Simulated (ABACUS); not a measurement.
# Mo (Im-3m) in ABACUS: notebook

The runs below take Mo through equation of state, with PBE.

All numbers are computed with ABACUS 3.10.1; they aren't measurements. Logs are shortened: lines on timing, memory, paths and dates and some standing lists are left out, and cuts for length are marked.

## Step 1: The crystal as given

Symmetry: Im-3m, No. 229, cubic system. Conventional cell: a = 3.168 Å, b = 3.168 Å, c = 3.168 Å, α = 90.00°, β = 90.00°, γ = 90.00°. Mo (site symmetry m-3m) is surrounded by 8 Mo at 2.74 Å.

## Step 2: Equation of state, PBE, 14.94 Å³/atom (volume scaled by 0.94)

File INPUT:

```
INPUT_PARAMETERS
suffix              Mo
calculation         scf
basis_type          pw
pseudo_dir          ./
symmetry            1
dft_functional      pbe
ecutwfc             40
pseudo_rcut         10
nspin               1
nbands              11
ks_solver           dav
smearing_method     fd
smearing_sigma      0.00367493
scf_thr             1e-08
scf_nmax            100
mixing_type         broyden
mixing_beta         0.7
cal_force           1
cal_stress          1
ecutrho             320
kpar                4
```

File STRU:

```
ATOMIC_SPECIES
Mo 95.9500 mo_pbe_v1.uspp.F.UPF

LATTICE_CONSTANT
1.8897261246

LATTICE_VECTORS
-1.5514772677 1.5514772677 1.5514772677
1.5514772677 -1.5514772677 1.5514772677
1.5514772677 1.5514772677 -1.5514772677

ATOMIC_POSITIONS
Direct

Mo
0.0
1
0.0000000000 0.0000000000 0.0000000000 1 1 1
```

File KPT:

```
K_POINTS
0
Gamma
8 8 8 0 0 0
```

Potentials or basis: GBRV ultrasoft 1.5 PBE, plane waves.

Launch:

```console
$ OMP_NUM_THREADS=1 mpirun -np 4 abacus > log
```

running log:

```text
ABACUS v3.10.1

               Atomic-orbital Based Ab-initio Computation at UStc

 ------------------------------------------------------------------------------------

 READING GENERAL INFORMATION
                           global_out_dir = OUT.Mo/
                           global_in_card = INPUT
                               pseudo_dir = ./
                              orbital_dir =
                                    DSIZE = 4
                                    GSIZE = 1

 READING UNITCELL INFORMATION
                                    ntype = 1
                  lattice constant (Bohr) = 1.88973
              lattice constant (Angstrom) = 1

 READING ATOM TYPE 1
                               atom label = Mo
                      L=0, number of zeta = 1
                      L=1, number of zeta = 1
                      L=2, number of zeta = 1
             number of atom for this type = 1

                        TOTAL ATOM NUMBER = 1
DIRECT COORDINATES
    atom                   x                   y                   z     mag                  vx                  vy                  vz
taud_Mo1            0.0000000000        0.0000000000        0.0000000000  0.0000        0.0000000000        0.0000000000        0.0000000000

                          Volume (Bohr^3) = 100.807
                             Volume (A^3) = 14.9381

 Lattice vectors: (Cartesian coordinate: in unit of a_0)
             -1.55148            +1.55148            +1.55148
             +1.55148            -1.55148            +1.55148
             +1.55148            +1.55148            -1.55148
 Reciprocal vectors: (Cartesian coordinate: in unit of 2 pi/a_0)
                   +0           +0.322273           +0.322273
            +0.322273                  +0           +0.322273
            +0.322273           +0.322273                  +0
 The esolver type has been set to : ksdft_pw

                PAO radial cut off (Bohr) = 10

 Read in pseudopotential file is mo_pbe_v1.uspp.F.UPF
                     pseudopotential type = US
          exchange-correlation functional = PBE
                 nonlocal core correction = 1
                        valence electrons = 14
                                     lmax = 2
                           number of zeta = 5
                     number of projectors = 6
                           L of projector = 0
                           L of projector = 0
                           L of projector = 1
                           L of projector = 1
                           L of projector = 2
                           L of projector = 2
     initial pseudo atomic orbital number = 13

 SETUP THE ELECTRONS NUMBER
            electron number of element Mo = 14
      total electron number of element Mo = 14
            AUTOSET number of electrons:  = 14
                           occupied bands = 7
                                   NBANDS = 11
                                   NLOCAL = 9

%%%%%%%%%%%%%%%%%%%%%%%%%%%%%%%%%%%%%%%%%%%%%%%%%%%%%%%%%%%%%%%%%%%%%%%%%%%%%%%%%%%%%%%%%%%%%%%%%%%%%%%%%%
 Warning: the number of valence electrons in pseudopotential > 6 for Mo: [Kr] 4d5 5s1
 Pseudopotentials with additional electrons can yield (more) accurate outcomes, but may be less efficient.
 If you're confident that your chosen pseudopotential is appropriate, you can safely ignore this warning.
%%%%%%%%%%%%%%%%%%%%%%%%%%%%%%%%%%%%%%%%%%%%%%%%%%%%%%%%%%%%%%%%%%%%%%%%%%%%%%%%%%%%%%%%%%%%%%%%%%%%%%%%%%

 SETUP THE PLANE WAVE BASIS
 energy cutoff for charge/potential (unit:Ry) = 160
            fft grid for charge/potential = [ 24, 24, 24 ]
                        fft grid division = [ 1, 1, 1 ]
        big fft grid for charge/potential = [ 30, 30, 30 ]
                                     nbxx = 27000
                                     nrxx = 13824

 SETUP PLANE WAVES FOR CHARGE/POTENTIAL
                    number of plane waves = 3463
                         number of sticks = 311

 PARALLEL PW FOR CHARGE/POTENTIAL
     PROC   COLUMNS(POT)             PW
        1            311           3463
 --------------- sum -------------------
        1            311           3463
                            number of |g| = 65
                                  max |g| = 14.3327
                                  min |g| = 0

 energy cutoff for dense charge/potential (unit:Ry) = 320
      fft grid for dense charge/potential = [ 30, 30, 30 ]
                                     nrxx = 27000

 SETUP PLANE WAVES FOR dense CHARGE/POTENTIAL
                    number of plane waves = 9861
                         number of sticks = 623

 PARALLEL PW FOR dense CHARGE/POTENTIAL
[... 43 lines left out ...]

 SETUP K-POINTS
                                    nspin = 1
                   Input type of k points = Monkhorst-Pack(Gamma)
                                   nkstot = 512
                       right hand lattice = 1
(for reciprocal lattice: )
                             BRAVAIS TYPE = 3
                     BRAVAIS LATTICE NAME = 03. Cubic F (face-centered)
                                    ibrav = 3
                       right hand lattice = 1
(for k-lattice: )
                             BRAVAIS TYPE = 3
                     BRAVAIS LATTICE NAME = 03. Cubic F (face-centered)
                                    ibrav = 3
                       right hand lattice = 1
                        ROTATION MATRICES = 48
                               nkstot_ibz = 29
K-POINTS REDUCTION ACCORDING TO SYMMETRY
     IBZ    DIRECT_X    DIRECT_Y    DIRECT_Z  WEIGHT  ibz2bz
       1  0.00000000  0.00000000  0.00000000  0.0020       0
       2 -0.12500000  0.12500000  0.00000000  0.0234       1
       3 -0.25000000  0.25000000  0.00000000  0.0234       2
       4 -0.37500000  0.37500000  0.00000000  0.0234       3
       5  0.50000000  0.50000000  0.00000000  0.0117       4
       6 -0.25000000  0.12500000  0.12500000  0.0469       9
[... 21 lines left out ...]
      28  0.50000000  0.50000000  0.37500000  0.0234     228
      29  0.50000000  0.50000000  0.50000000  0.0020     292

                               nkstot now = 29
[... K-POINTS DIRECT COORDINATES: 29 rows ...]

           k-point number in this process = 8
       minimum distributed K point number = 7
[... stars of the k points ...]

[... K-POINTS CARTESIAN COORDINATES: 8 rows ...]

[... K-POINTS DIRECT COORDINATES: 8 rows ...]

 SETUP PLANE WAVES FOR WAVE FUNCTIONS
     energy cutoff for wavefunc (unit:Ry) = 40
              fft grid for wave functions = [ 24, 24, 24 ]
                    number of plane waves = 767
                         number of sticks = 117

 PARALLEL PW FOR WAVE FUNCTIONS
     PROC   COLUMNS(POT)             PW
        1            117            767
 --------------- sum -------------------
        1            117            767

 SETUP NONLOCAL PSEUDOPOTENTIALS IN PLANE WAVE BASIS
 Mo non-local projectors:
 projector 1 L=0
 projector 2 L=0
 projector 3 L=1
 projector 4 L=1
 projector 5 L=2
 projector 6 L=2
      TOTAL NUMBER OF NONLOCAL PROJECTORS = 18

 Init Non-Local PseudoPotential table :
 Init Non-Local-Pseudopotential done.

                                     npwx = 436

 Make real space PAO into reciprocal space.
       max mesh points in Pseudopotential = 711
     dq(describe PAO in reciprocal space) = 0.01
                                    max q = 763

 number of pseudo atomic orbitals for Mo is 5
WARNING: norm of atomic wavefunction # 3 of atomic type Mo is 0.999994, renormalized
WARNING: norm of atomic wavefunction # 4 of atomic type Mo is 0.999746, renormalized
WARNING: norm of atomic wavefunction # 5 of atomic type Mo is 0.988774, renormalized

 -------------------------------------------
 SELF-CONSISTENT
 -------------------------------------------
                                 init_chg = atomic

 PW ALGORITHM --------------- ION=   1  ELEC=   1--------------------------------

 Notice: Threshold on eigenvalues was too large.
 hsover_error=0.14 > DRHO=0.0388968
 Origin diag ethr = 0.01
 New diag ethr = 0.000277834

 Density error is 0.038551367172
                          Error Threshold = 0.000277834390781
----------------------------------------------------------
     Energy           Rydberg                 eV
----------------------------------------------------------
 E_KohnSham     -139.3251355247      -1895.6157177579
 E_Harris       -140.5643931129      -1912.4766822471
 E_Fermi        1.6769712935         22.8163649747
----------------------------------------------------------
[... 51 lines left out ...]
 Density error is 5.28054561843e-09
                          Error Threshold = 1.74206778709e-10
----------------------------------------------------------
     Energy           Rydberg                 eV
----------------------------------------------------------
 E_KohnSham     -139.3343746553      -1895.7414225784
 E_KS(sigma->0) -139.3340771379      -1895.7373746466
 E_Harris       -139.3345484916      -1895.7437877428
 E_band         -2.6314895989        -35.8032527729
 E_one_elec     -15.2738843711       -207.8118580404
 E_Hartree      17.0089729206        231.4189488482
 E_xc           -19.4245838598       -264.2850217720
 E_Ewald        -121.6442843102      -1655.0553957506
 E_entropy(-TS) -0.0005950348        -0.0080958635
 E_descf        0.0000000000         0.0000000000
 E_exx          0.0000000000         0.0000000000
 E_Fermi        1.6480358248         22.4226777257
----------------------------------------------------------

 charge density convergence is achieved
 final etot is -1895.7414226 eV
 EFERMI = 22.422677726 eV

 STATE ENERGY(eV) AND OCCUPATIONS    NSPIN == 1
 1/8 kpoint (Cartesian) = 0.0000 0.0000 0.0000 (429 pws)
       1       -38.7909     0.00390625
       2       -11.9360     0.00390625
       3       -11.9360     0.00390625
       4       -11.9360     0.00390625
       5        15.1537     0.00390625
       6        21.0770     0.00390625
       7        21.0770     0.00390625
       8        21.0770     0.00390625
       9        24.2687    3.61272e-19
      10        24.2687    3.61272e-19
      11        49.5181        0.00000
[... 53 lines left out ...]
 6/8 kpoint (Cartesian) = 0.080568 -0.040284 -0.040284 (423 pws)
       1       -38.6675      0.0937500
       2       -12.5868      0.0937500
       3       -12.1066      0.0937500
       4       -11.9973      0.0937500
       5        16.9681      0.0937500
       6        20.3074      0.0937500
       7        20.3737      0.0937500
       8        23.2459    6.62528e-09
       9        23.3498    8.30741e-10
      10        24.5853    1.53977e-20
      11        38.6342        0.00000

[... levels at 2 further k points ...]

------------------------------------------------------------------------------------------
 TOTAL-FORCE (eV/Angstrom)
------------------------------------------------------------------------------------------
                       Mo1         0.0000000000         0.0000000000         0.0000000000
------------------------------------------------------------------------------------------

----------------------------------------------------------------
 TOTAL-STRESS (KBAR)
----------------------------------------------------------------
       158.8563672478         0.0000000000        -0.0000000000
         0.0000000000       158.8563672478        -0.0000000000
        -0.0000000000         0.0000000000       158.8563672478
----------------------------------------------------------------
 TOTAL-PRESSURE: 158.856367 KBAR

 --------------------------------------------
 !FINAL_ETOT_IS -1895.7414225783559232 eV
 --------------------------------------------
```

Run time: 8.3 s. Hardware: 4 MPI ranks of Intel Xeon Platinum 8259CL at 2.50GHz (Skylake/Cascade Lake), shared host; peak memory 0.32 GiB.

What came out:

```
Free energy            : -1895.7414 eV
Pressure               : 15.9 GPa
Band gap on the k mesh : none (metal or under the smearing width)
```

## Step 3: Equation of state, PBE, 15.57 Å³/atom (volume scaled by 0.98)

INPUT is that of step 2.

File STRU:

```
ATOMIC_SPECIES
Mo 95.9500 mo_pbe_v1.uspp.F.UPF

LATTICE_CONSTANT
1.8897261246

LATTICE_VECTORS
-1.5731790612 1.5731790612 1.5731790612
1.5731790612 -1.5731790612 1.5731790612
1.5731790612 1.5731790612 -1.5731790612

ATOMIC_POSITIONS
Direct

Mo
0.0
1
0.0000000000 0.0000000000 0.0000000000 1 1 1
```

KPT is that of step 2.

Potentials or basis: GBRV ultrasoft 1.5 PBE, plane waves.

Launch:

```console
$ OMP_NUM_THREADS=1 mpirun -np 4 abacus > log
```

Wall time 7.8 s (4 MPI ranks of Intel Xeon Platinum 8259CL at 2.50GHz (Skylake/Cascade Lake), shared host); peak memory 0.32 GiB.

It converged, with:

| Item | Value |
| --- | --- |
| Free energy | -1895.7803 eV |
| Pressure | 3.7 GPa |
| Band gap on the k mesh | none (metal or under the smearing width) |

## Step 4: Equation of state, PBE, 16.21 Å³/atom (volume scaled by 1.02)

INPUT is that of step 3.

File STRU:

```
ATOMIC_SPECIES
Mo 95.9500 mo_pbe_v1.uspp.F.UPF

LATTICE_CONSTANT
1.8897261246

LATTICE_VECTORS
-1.5942980787 1.5942980787 1.5942980787
1.5942980787 -1.5942980787 1.5942980787
1.5942980787 1.5942980787 -1.5942980787

ATOMIC_POSITIONS
Direct

Mo
0.0
1
0.0000000000 0.0000000000 0.0000000000 1 1 1
```

KPT is that of step 3.

Launch:

```console
$ OMP_NUM_THREADS=1 mpirun -np 4 abacus > log
```

Run time: 7.7 s. Hardware: 4 MPI ranks of Intel Xeon Platinum 8259CL at 2.50GHz (Skylake/Cascade Lake), shared host; peak memory 0.32 GiB.

Results (log left out):

- Free energy: -1895.7753 eV
- Pressure: -6.3 GPa
- Band gap on the k mesh: none (metal or under the smearing width)

## Step 5: Equation of state, PBE, 16.85 Å³/atom (volume scaled by 1.06)

INPUT is that of step 4.

File STRU:

```
ATOMIC_SPECIES
Mo 95.9500 mo_pbe_v1.uspp.F.UPF

LATTICE_CONSTANT
1.8897261246

LATTICE_VECTORS
-1.6148719360 1.6148719360 1.6148719360
1.6148719360 -1.6148719360 1.6148719360
1.6148719360 1.6148719360 -1.6148719360

ATOMIC_POSITIONS
Direct

Mo
0.0
1
0.0000000000 0.0000000000 0.0000000000 1 1 1
```

KPT is that of step 4.

Launch:

```console
$ OMP_NUM_THREADS=1 mpirun -np 4 abacus > log
```

Wall time 6 s (4 MPI ranks of Intel Xeon Platinum 8259CL at 2.50GHz (Skylake/Cascade Lake), shared host); peak memory 0.36 GiB.

The run converged. Its results:

| Quantity | Value |
| --- | --- |
| Free energy | -1895.7346 eV |
| Pressure | -14.4 GPa |
| Band gap on the k mesh | none (metal or under the smearing width) |

## Step 6: Equation of state, PBE

Potentials or basis: GBRV ultrasoft 1.5 PBE, plane waves.

No new run: the results of the series are fitted here.

What came out:

```
Equilibrium volume                      : 15.81 Å³/atom
Bulk modulus                            : 254 GPa
Pressure derivative of the bulk modulus : 4.1 (rough: it moves with the points fitted)
```

Energy against volume, from the lowest point:
```
volume (Å³/atom)  energy (meV/atom)
          14.938              38.89
          15.574               0.00
          16.209               4.99
          16.845              45.72
```
